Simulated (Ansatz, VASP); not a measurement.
## LiF: VASP beside Ansatz

INCAR

```
SYSTEM = LiF
ALGO = Normal
EDIFF = 1E-6
ENCUT = 520
GGA = PE
ISIF = 2
ISMEAR = 0
LASPH = .True.
LCHARG = .False.
LREAL = .False.
LWAVE = .False.
NBANDS = 12
NELM = 80
PREC = Accurate
SIGMA = 0.05
```

File KPOINTS:

```
k-points
0
Gamma
  10 10 10
  0 0 0
```

POSCAR

```
LiF
1.0
    2.5595330000      0.0000000000      0.0000000000
    0.0000000000      2.5595330000      0.0000000000
    0.0000000000      0.0000000000      2.5595330000
Li F
1 1
Direct
    0.0000000000      0.0000000000      0.0000000000
    0.5000000000      0.5000000000      0.5000000000
```

Input for Ansatz:

```yaml
crystal:
  lattice:
    - [2.559533, 0.0, 0.0]
    - [0.0, 2.559533, 0.0]
    - [0.0, 0.0, 2.559533]
  atoms:
    - { symbol: Li, position: [0.0, 0.0, 0.0] }
    - { symbol: F, position: [0.5, 0.5, 0.5] }
basis:
  ecutwfc: 420
kpoints:
  mp_grid: { grid: [10, 10, 10] }
hamiltonian:
  xc: pbe
scf:
  occupations: { method: gaussian, width: 0.05 }
output:
  forces: true
  stress: true
  eigenvalues: true
```

Measurements of this composition are mostly on another form, of space group No. 225.

Alike in both runs: task single point; functional PBE; k mesh 10 × 10 × 10; occupations gaussian, width 0.05 eV; no spin polarisation.

|  | VASP | Ansatz |
| --- | --- | --- |
| version | VASP 6.6.1 | Ansatz 0.2.0 |
| potentials or method | VASP PAW PBE potentials, release 64 (Li_sv, F) | scalar-relativistic, plane waves, PAW |
| plane-wave cutoff (eV) | 520 | 420 |
| valence electrons in the cell | 10 | 10 |

Ansatz gave:

```
gap on the k mesh at the Fermi level (eV) : 7.50
least direct gap on the mesh (eV)         : 8.17
```

Which values does VASP return?

gap on the k mesh at the Fermi level (eV): 7.51; least direct gap on the mesh (eV): 8.18.

The functional is the same, so the differences come from potentials, cutoffs and numerics.

 A k mesh can miss the band edges.
